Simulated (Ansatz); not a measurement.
InP under changes of volume

One of the cells (25.167 Å³/atom); the others are scaled copies at fixed shape and fractional positions:

```
In P
1.0
     0.00000    2.93050    2.93050
     2.93050    0.00000    2.93050
     2.93050    2.93050    0.00000
In P
1 1
Direct
  0.00000 0.00000 0.00000
  0.75000 0.75000 0.75000
```

- Program: Ansatz 0.2.0
- Functional: r2SCAN
- Potentials or basis: Ansatz PAW
- Cutoff: 500 eV (not typed: the program's choice for these potentials)
- k mesh: 8 × 8 × 8
- Occupations: fermi-dirac, width 0.05 eV
- Spin: no spin polarisation

```tsv
volume (Å³/atom)	energy over the lowest point (meV/atom)	pressure (GPa)	gap on the mesh (eV)
23.657	?	?	?
24.160	23.84	5.1	1.40
24.663	10.76	3.3	1.28
25.167	2.99	1.7	1.16
25.670	0.00	0.2	1.05
26.173	1.29	-1.0	0.94
26.677	6.43	-2.2	0.82
```

Problem. What does the run at 23.657 Å³/atom give?

Solution. Energy over the lowest point 42.84 meV/atom; pressure 7.1 GPa; gap on the mesh 1.52 eV.

Worked out: A Birch-Murnaghan fit of order 3 (a polynomial in V^(-2/3)) to the other rows has its minimum at 25.76 Å³/atom with B0 = V·E''(V) = 68 GPa and B' = 4.5. It gives 42.85 meV/atom at 23.657 Å³/atom, against the run's 42.84, and -dE/dV = 7.1 GPa, against 7.1. A straight line through the other rows of the gap, of slope -5.81 eV per unit of ln V (its deformation potential), extrapolates to 1.52 eV, against the run's 1.52.

Energies are extrapolated to zero smearing.

Caveats: spin-orbit coupling is left out, which moves the levels of the heavy elements; the PAW data sets come from PBE, with cores solved anew for the run's functional, which leaves a small shift of forces and pressure.
